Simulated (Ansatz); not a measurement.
The system is BAs.

```
B As
1.0
     2.93437    0.00000    0.00000
     0.00000    2.93437    0.00000
     0.00000    0.00000    2.93437
B As
1 1
Direct
  0.50000 0.50000 0.50000
  0.00000 0.00000 0.00000
```

The cell was built by a generator and needn't be a form met in nature.

* Program: Ansatz 0.2.0
* Task: relaxation of cell and atoms
* Functional: PBEsol
* Potentials or basis: Ansatz PAW
* Cutoff: 420 eV (not typed: the program's choice for these potentials)
* k mesh: 9 × 9 × 9
* Occupations: fermi-dirac, width 0.05 eV
* Spin: no spin polarisation

At the start: volume 12.63 Å³/atom.

Question: Where does the relaxation end?

Answer: It ends after 6 steps and the volume is 12.19 Å³/atom (-3.5 %); space group Pm-3m (No. 221, to 0.05 Å).

The path:
```tsv
step	energy change (eV)	largest force (eV/Å)	volume (Å³)
1	0.0000	0.0000	25.27
2	-0.0108	0.0000	24.28
3	-0.0109	0.0000	24.40
4	-0.0105	0.0000	24.40
5	-0.0105	0.0000	24.39
6	-0.0105	0.0000	24.39
```

Final structure:
```
B As
1.0
     2.89996    0.00000    0.00000
     0.00000    2.89996    0.00000
     0.00000    0.00000    2.89996
B As
1 1
Direct
  0.50000 0.50000 0.50000
  0.00000 0.00000 0.00000
```

Caveat: the plane-wave basis is chosen anew once the cell has moved, so the energies of steps on either side of that aren't comparable; the PAW data sets come from PBE, with cores solved anew for the run's functional, which leaves a small shift of forces and pressure.
